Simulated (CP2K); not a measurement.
Runs of CP2K 2026.2 on PtS2. It takes space group P-3m1 (No. 164, trigonal). The conventional cell has a = 3.543 Å, b = 3.543 Å, c = 5.039 Å, α = 90.00°, β = 90.00°, γ = 120.00°. Pt (site symmetry -3m) is surrounded by 6 S at 2.34 Å. S (site symmetry 3m) has 3 Pt at 2.34 Å as nearest neighbours. 

```tsv
task	level	potentials or basis	smearing	NGRIDS	CUTOFF of the grids	points a segment of the path (NPOINTS)	bands added on the path	gap on the mesh (eV)	pressure (GPa)	largest force (eV/Å)
single point	PBE	POTENTIAL_UZH Pt GTH-PBE-q18, S GTH-PBE-q6; TZVP-MOLOPT-PBE-GTH basis	gaussian 0.015 eV	5	450 Ry	-	-	1.03	12.4	1.42
single point	PBE	POTENTIAL_UZH Pt GTH-PBE-q18, S GTH-PBE-q6; TZVP-MOLOPT-PBE-GTH basis	gaussian 0.021 eV	4	450 Ry	-	-	1.03	12.4	1.42
single point	PBE	POTENTIAL_UZH Pt GTH-PBE-q18, S GTH-PBE-q6; TZVP-MOLOPT-PBE-GTH basis	gaussian 0.03 eV	5	450 Ry	-	-	1.03	12.4	1.42
band structure	r2SCAN	POTENTIAL_UZH Pt GTH-SCAN-q18, S GTH-SCAN-q6; TZVP-MOLOPT-SCAN-GTH basis	fermi-dirac 0.05 eV	5	675 Ry	8	2	(a)	11.1	1.49
single point	PBE	POTENTIAL_UZH Pt GTH-PBE-q18, S GTH-PBE-q6; TZVP-MOLOPT-PBE-GTH basis	gaussian 0.027 eV	4	450 Ry	-	-	1.03	12.4	1.42
```

Alike in all rows: no spin polarisation; cell as given; k mesh 9 × 9 × 5.

Problem. Estimate the missing entries.

Solution. (a) 1.20.

Caveats: spin-orbit coupling is left out, which moves the levels of the heavy elements; the basis of atomic orbitals isn't converged, which shifts pressures, moduli and gaps; forces of over 1 eV/Å show positions far from the minimum, so gaps and moduli don't describe the material at rest; an odd mesh through Γ misses points on the zone boundary, where band edges often lie (some runs).

A k mesh can miss the band edges, and the runs leave out spin-orbit coupling on Pt.
